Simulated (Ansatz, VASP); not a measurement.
**Ga2H: VASP beside Ansatz**

```
Ga H
1.0
     4.48936    0.00000    0.00000
     0.00000    4.48936    0.00000
     0.00000    0.00000    4.48936
Ga H
4 2
Direct
  0.25000 0.25000 0.25000
  0.75000 0.75000 0.25000
  0.75000 0.25000 0.75000
  0.25000 0.75000 0.75000
  0.00000 0.00000 0.00000
  0.50000 0.50000 0.50000
```

Alike in both runs: functional PBE; k mesh 8 × 8 × 8; occupations gaussian, width 0.1 eV; no spin polarisation.

Ansatz relaxed the structure, and its values are those at the end. VASP's run is a single point on that final structure, the one shown.

```csv
,VASP,Ansatz
version,VASP 6.6.1,Ansatz 0.2.0
potentials or method,"VASP PAW PBE potentials, release 64 (Ga_d, H)","scalar-relativistic, plane waves, PAW"
plane-wave cutoff (eV),520,420
valence electrons in the cell,54,54
```

```tsv
	VASP	Ansatz	Ansatz less VASP
gap on the k mesh at the Fermi level (eV)	none	none	-
pressure (GPa)	0.0	0.0	-0.04
```

A gap of «none» marks a metal or a gap that the smearing closes. The functional is the same, so the differences come from potentials, cutoffs and numerics.
